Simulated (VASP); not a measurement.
# MgO (Fm-3m) in VASP: settings compared, part 2 of 2

VASP 6.6.1.

## Step 3: Relaxation of cell and atoms, PBE

This run uses another cell than the first one, of 9.37 Å³/atom, 0.997 times its volume.

The input, INCAR:

```
SYSTEM = MgO
ALGO     = Normal         ! electronic algorithm
EDIFF    = 1E-6           ! SCF threshold, eV
EDIFFG   = -0.01          ! ionic threshold
ENCUT    = 600            ! plane-wave cutoff, eV
GGA      = PE             ! functional
IBRION   = 2              ! ionic algorithm
ISIF     = 3              ! what is computed and relaxed
ISMEAR   = 0              ! smearing method
LASPH    = .TRUE.         ! aspherical terms in the spheres
LCHARG   = .FALSE.        ! write CHGCAR
LREAL    = .FALSE.        ! projectors in reciprocal space
LWAVE    = .FALSE.        ! write WAVECAR
NELM     = 80             ! most SCF steps
NSW      = 90             ! ionic steps
PREC     = Accurate       ! precision mode
SIGMA    = 0.03           ! smearing width, eV
```

The input, KPOINTS:

```
k-points
0
G
  12 12 12
  0 0 0
```

The input, POSCAR:

```
MgO
1.0
    0.0000000000      2.1085000000      2.1085000000
    2.1085000000      0.0000000000      2.1085000000
    2.1085000000      2.1085000000      0.0000000000
Mg O
1 1
Direct
    0.0000000000      0.0000000000      0.0000000000
    0.5000000000      0.5000000000      0.5000000000
```

Potentials or basis: VASP PAW PBE potentials, release 64 (Mg, O).

Run with:

```sh
$ cat potpaw_PBE.64/Mg/POTCAR potpaw_PBE.64/O/POTCAR > POTCAR
$ mpirun -np 1 vasp_std > vasp.out
```

OUTCAR:

```text
SYSTEM = MgO
   EDIFF = 1E-6
   EDIFFG = -0.01
   ENCUT = 600
   GGA = PE
   IBRION = 2
   ISIF = 3
   ISMEAR = 0
   LASPH = .TRUE.
   LREAL = .FALSE.
   NELM = 80
   NSW = 90
   PREC = Accurate

 ion  position               nearest neighbor table
   1  0.000  0.000  0.000-   2 2.11   2 2.11   2 2.11   2 2.11   2 2.11   2 2.11
   2  0.500  0.500  0.500-   1 2.11   1 2.11   1 2.11   1 2.11   1 2.11   1 2.11

  LATTYP: Found a face centered cubic cell.
 ALAT       =     4.2170000000

  Lattice vectors:

 A1 = (   0.0000000000,   2.1085000000,   2.1085000000)
 A2 = (   2.1085000000,   0.0000000000,   2.1085000000)
 A3 = (   2.1085000000,   2.1085000000,   0.0000000000)

Analysis of symmetry for initial positions (statically):
=====================================================================
 Subroutine PRICEL returns:
[... 262 lines left out ...]

 k-point     1 :       0.0000    0.0000    0.0000
  band No.  band energies     occupation
      1     -14.1327      2.00000
      2       3.0121      2.00000
      3       3.0121      2.00000
      4       3.0121      2.00000
      5       7.5158      0.00000
      6      18.6816      0.00000
      7      18.6816      0.00000
      8      18.6816      0.00000
[... 243 lines left out ...]
 k-point    24 :      -0.4167    0.1667    0.0000
  band No.  band energies     occupation
      1     -12.8243      2.00000
      2      -1.1072      2.00000
      3       1.4784      2.00000
      4       2.2580      2.00000
      5      11.9026      0.00000
      6      15.1289      0.00000
      7      16.9606      0.00000
      8      19.6909      0.00000

 [... further k-points ...]

------------------------ aborting loop because EDIFF is reached ----------------------------------------

  FORCE on cell =-STRESS in cart. coord.  units (eV):
  Direction    XX          YY          ZZ          XY          YZ          ZX
  --------------------------------------------------------------------------------------
  -------------------------------------------------------------------------------------
  Total       -0.0010112     -0.0010112     -0.0010112      0.0000000      0.0000000      0.0000000
  in kB       -0.0847163     -0.0847163     -0.0847163      0.0000000      0.0000000      0.0000000
  external PRESSURE =      -0.0847163 kB  Pullay stress =       0.0000000 kB
[... 17 lines left out ...]
  FREE ENERGIE OF THE ION-ELECTRON SYSTEM (eV)
  ---------------------------------------------------
  free  energy   TOTEN  =       -11.9140801577 eV

  energy  without entropy=      -11.9140801577  energy(sigma->0) =      -11.91408016

 reached required accuracy - stopping structural energy minimisation
```

OSZICAR:

```text
N       E                     dE             d eps       ncg     rms          rms(c)
DAV:   1     0.188707478718E+02    0.18871E+02   -0.51741E+03  1328   0.100E+03
DAV:   2    -0.129640397836E+02   -0.31835E+02   -0.29610E+02  1360   0.153E+02
DAV:   3    -0.134676986852E+02   -0.50366E+00   -0.50366E+00  1552   0.225E+01
DAV:   4    -0.134682444192E+02   -0.54573E-03   -0.54573E-03  1568   0.750E-01
[... 17 lines left out ...]
DAV:   1    -0.119162041346E+02   -0.24783E-02   -0.45974E-02  1152   0.220E+00    0.349E-01
DAV:   2    -0.119141125430E+02    0.20916E-02   -0.15395E-02  1152   0.912E-01    0.340E-02
DAV:   3    -0.119140889697E+02    0.23573E-04   -0.13464E-04  1264   0.142E-01    0.213E-02
DAV:   4    -0.119140799505E+02    0.90192E-05   -0.11804E-05  1184   0.378E-02    0.475E-03
DAV:   5    -0.119140801577E+02   -0.20723E-06   -0.13646E-06   624   0.918E-03
   3 F= -.11914080E+02 E0= -.11914080E+02  d E =-.358176E-02
```

CONTCAR:

```text
MgO
   1.00000000000000
     0.0000000000000000    2.1224813279905952    2.1224813279905952
     2.1224813279905952   -0.0000000000000000    2.1224813279905952
     2.1224813279905952    2.1224813279905952    0.0000000000000000
  Mg              O
     1     1
Direct
     0.0000000000000000    0.0000000000000000    0.0000000000000000
     0.5000000000000000    0.5000000000000000    0.5000000000000000

  0.00000000E+00  0.00000000E+00  0.00000000E+00
  0.00000000E+00  0.00000000E+00  0.00000000E+00
```

It took 21 s on 1 thread of AMD EPYC 7R13 (Zen 3), shared host; peak memory 0.12 GiB.

What came out:

- Free energy: -11.9141 eV
- Relaxed volume: 9.56 Å³/atom
- Relaxed cell: a = 3.002 Å, b = 3.002 Å, c = 3.002 Å, α = 60.00°, β = 60.00°, γ = 60.00°
- Space group after relaxing (to 0.05 Å): Fm-3m (No. 225)
- Energy gained by relaxing: 1.8 meV/atom
- Ionic steps: 3
- Pressure after relaxing: 0.0 GPa
- Band gap on the k mesh: 4.50 eV, direct

The path:
```
step  energy change (eV)  largest force (eV/Å)  pressure (GPa)  volume (Å³)
   1              0.0000                0.0000            3.09        18.75
   2             -0.0032                0.0000           -0.93        19.24
   3             -0.0036                0.0000           -0.01        19.12
```

Final structure:
```yaml
crystal:
  lattice:
    - [0.00000, 2.12248, 2.12248]
    - [2.12248, 0.00000, 2.12248]
    - [2.12248, 2.12248, 0.00000]
  atoms:
    - { symbol: Mg, position: [0.00000, 0.00000, 0.00000] }
    - { symbol: O, position: [0.50000, 0.50000, 0.50000] }
```

## Step 4: Relaxation of cell and atoms, PBE

This run uses another cell than the first one, of 9.56 Å³/atom, 1.017 times its volume.

Edit INCAR of step 3 so:

```diff
@@ -2,4 +2,4 @@
 ALGO     = Normal         ! electronic algorithm
-EDIFF    = 1E-6           ! SCF threshold, eV
-EDIFFG   = -0.01          ! ionic threshold
+EDIFF    = 1E-7           ! SCF threshold, eV
+EDIFFG   = -0.005         ! ionic threshold
 ENCUT    = 600            ! plane-wave cutoff, eV
```

KPOINTS is that of step 3.

The input, POSCAR:

```
MgO                                     
1.0
    0.0000000000      2.1224813280      2.1224813280
    2.1224813280     -0.0000000000      2.1224813280
    2.1224813280      2.1224813280      0.0000000000
  Mg              O             
     1     1
Direct
     0.0000000000000000    0.0000000000000000    0.0000000000000000
     0.5000000000000000    0.5000000000000000    0.5000000000000000
```

Run with:

```sh
$ cat potpaw_PBE.64/Mg/POTCAR potpaw_PBE.64/O/POTCAR > POTCAR
$ mpirun -np 1 vasp_std > vasp.out
```

Run time: 11 s. Hardware: 1 thread of AMD EPYC 7R13 (Zen 3), shared host; peak memory 0.12 GiB.

It converged, with:

```yaml
Free_energy: -11.9150 eV
Pressure_after_relaxing: 0.0 GPa
Band_gap_on_the_k_mesh: 4.50 eV, direct
```

Final structure:
```yaml
crystal:
  lattice:
    - [0.00000, 2.12248, 2.12248]
    - [2.12248, 0.00000, 2.12248]
    - [2.12248, 2.12248, 0.00000]
  atoms:
    - { symbol: Mg, position: [0.00000, 0.00000, 0.00000] }
    - { symbol: O, position: [0.50000, 0.50000, 0.50000] }
```

Levels at points of the mesh, in eV from the valence-band top:
```
           k point  band 1  band 2  band 3  band 4  band 5  band 6  band 7  band 8
(0.00, 0.00, 0.00)  -17.14    0.00    0.00    0.00    4.50   15.67   15.67   15.67
(0.50, 0.00, 0.00)  -15.92   -4.51   -0.63   -0.63    7.75   12.34   16.07   16.07
(0.50, 0.50, 0.00)  -15.67   -3.99   -1.32   -1.32    9.09    9.72   12.85   18.62
```

Caveat: the relaxation stopped at its first step, so nothing moved.
